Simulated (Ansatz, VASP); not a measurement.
One calculation of LiF, two programs

```
CELL_PARAMETERS angstrom
2.55953 0.00000 0.00000
0.00000 2.45715 0.00000
0.00000 0.00000 2.55953
ATOMIC_POSITIONS crystal
Li 0.00000 0.00000 0.00000
F 0.50000 0.50000 0.50000
```

Change from the starting cell: strain -0.0400 x Voigt [0, 1, 0, 0, 0, 0], atoms carried along.

Alike in both runs: task single point; functional PBE; k mesh 10 × 10 × 10; occupations gaussian, width 0.05 eV; no spin polarisation.

|  | VASP | Ansatz |
| --- | --- | --- |
| version | VASP 6.6.1 | Ansatz 0.2.0 |
| potentials or method | VASP PAW PBE potentials, release 64 (Li_sv, F) | scalar-relativistic, plane waves, PAW |
| plane-wave cutoff (eV) | 520 | 420 |
| valence electrons in the cell | 10 | 10 |

VASP gave:

```
gap on the k mesh at the Fermi level (eV) : 7.63
least direct gap on the mesh (eV)         : 8.23
```

Question: Estimate Ansatz's values.

Answer: gap on the k mesh at the Fermi level (eV): 7.62; least direct gap on the mesh (eV): 8.22.

The functional is the same, so the differences come from potentials, cutoffs and numerics.

 A k mesh can miss the band edges.
